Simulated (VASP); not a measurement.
Input of a VASP 6.6.1 run:

File run.py:

```python
from ase import Atoms
from ase.calculators.vasp import Vasp
from ase.eos import EquationOfState
from ase.io import Trajectory
from ase.units import GPa

atoms = Atoms(
    ['Pt', 'Se', 'Se'],
    cell=[[3.724, 0.0, 0.0], [-1.862, 3.2250786037, 0.0], [0.0, 0.0, 5.062]],
    scaled_positions=[[0.012136, -0.006668, -0.000325], [0.663178, 0.326324, 0.749217], [0.336762, 0.677951, 0.236035]],
    pbc=True,
)
calc = Vasp(
    directory='calc',
    xc='pbesol',
    pp='PBE',
    setups='minimal',
    pp_version='54',
    prec='Accurate',
    encut=500,
    ediff=1e-06,
    ismear=-1,
    sigma=0.1,
    lreal=False,
    lasph=True,
    nelm=100,
    algo='Normal',
    isif=2,
    lwave=False,
    lcharg=False,
    amix=0.2,
    bmix=0.0001,
    amix_mag=0.8,
    bmix_mag=0.0001,
    kpts=[8, 8, 5],
    gamma=True,
)
atoms.calc = calc
cell = atoms.cell.copy()
volumes, energies = [], []
traj = Trajectory('eos.traj', 'w')
for x in [0.94, 0.96, 0.98, 1.0, 1.02, 1.04, 1.06]:
    atoms.set_cell(cell * x ** (1 / 3), scale_atoms=True)
    volumes.append(atoms.get_volume())
    energies.append(atoms.get_potential_energy())
    traj.write(atoms)
    print(f'{x:5.2f} {volumes[-1]:12.5f} {energies[-1]:14.6f}')

v0, e0, B = EquationOfState(volumes, energies, eos='birchmurnaghan').fit()
print(f'V0 = {v0:.4f} A^3, E0 = {e0:.6f} eV, B = {B / GPa:.2f} GPa')
```

Potentials or basis: VASP PAW PBE potentials, release 54 (Pt, Se).

The run is started by

```sh
$ python run.py
```

(1) What does it give for the bulk modulus at fixed shape and positions?

(2) Estimate the equilibrium volume.

(3) Predict the pressure derivative of the bulk modulus.

Answers

(1) 124 GPa.

(2) 21.03 Å³/atom.

(3) 4.9.

Caveat: the cell was scaled at fixed shape and fractional positions, which overstates the stiffness of a crystal with free parameters, most of all of layers and chains; the PAW data sets were made with another functional, which shifts forces and pressure a little.
